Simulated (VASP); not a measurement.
PbS, 2 atoms in the cell. It takes space group Fm-3m (No. 225, cubic). The conventional cell has a = 5.902 Å, b = 5.902 Å, c = 5.902 Å, α = 90.00°, β = 90.00°, γ = 90.00°. Pb (site symmetry m-3m) is surrounded by 6 S at 2.95 Å. S (site symmetry m-3m) is surrounded by 6 Pb at 2.95 Å. 

```yaml
Program: VASP 6.6.1
Task: Born charges and dielectric tensor
Functional: PBEsol
Potentials_or_basis: VASP PAW PBE potentials, release 64 (Pb_d, S)
Cutoff: 520 eV
k_mesh: 10 × 10 × 10
Occupations: gaussian, width 0.02 eV
Spin: no spin polarisation
Further_INCAR_settings: ALGO = Normal; EDIFF = 1e-08; IBRION = 8; NSW = 1
```

Potentials or basis: VASP PAW PBE potentials, release 64 (Pb_d, S).

Command:

```console
$ cat potpaw_PBE.64/Pb_d/POTCAR potpaw_PBE.64/S/POTCAR > POTCAR
$ mpirun -np 1 vasp_std > vasp.out
```

Hardware: 1 thread of Intel(R) Xeon(R) Platinum 8488C (Sapphire Rapids) (shared host).

Q: Estimate the wall time of this run.

A: Wall time 5.9 min on 1 thread of Intel(R) Xeon(R) Platinum 8488C (Sapphire Rapids), on a shared host, peak memory 0.35 GiB. Counts: scf iterations 202, k points 47.
